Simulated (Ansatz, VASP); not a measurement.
# One calculation of Cd2O, two programs

```
Cd O
1.0
     4.34464    0.00000    0.00000
     0.00000    4.34464    0.00000
     0.00000    0.00000    6.25460
Cd O
4 2
Direct
  0.00000 0.50000 0.20300
  0.00000 0.50000 0.70300
  0.50000 0.00000 0.29700
  0.50000 0.00000 0.79700
  0.00000 0.00000 0.00000
  0.50000 0.50000 0.50000
```

Alike in both runs: task single point; functional r2SCAN; k mesh 4 × 4 × 4; occupations gaussian, width 0.1 eV; no spin polarisation.

```csv
,VASP,Ansatz
version,VASP 6.6.1,Ansatz 0.2.0
potentials or method,"VASP PAW PBE potentials, release 64 (Cd, O)","scalar-relativistic, plane waves, PAW"
plane-wave cutoff (eV),520,500
valence electrons in the cell,60,92
```

Ansatz gave:

* gap on the k mesh at the Fermi level (eV): none
* pressure (GPa): -8.7
* largest component of the traceless stress (GPa): 1.09
* rms of the force components (eV/Å): 0.140

**Question.** What did VASP give for the same quantities?

**Answer.** gap on the k mesh at the Fermi level (eV): none; pressure (GPa): -8.3; largest component of the traceless stress (GPa): 1.06; rms of the force components (eV/Å): 0.132.

Atom by atom the forces differ by 0.007 eV/Å (rms over components). A gap of «none» marks a metal or a gap that the smearing closes. The two sets of potentials don't hold the same shells in valence.

Caveats: the k mesh is coarse (spacing up to 0.36 Å⁻¹), so the values aren't converged; the PAW data sets were made with another functional, which shifts forces and pressure a little (VASP).
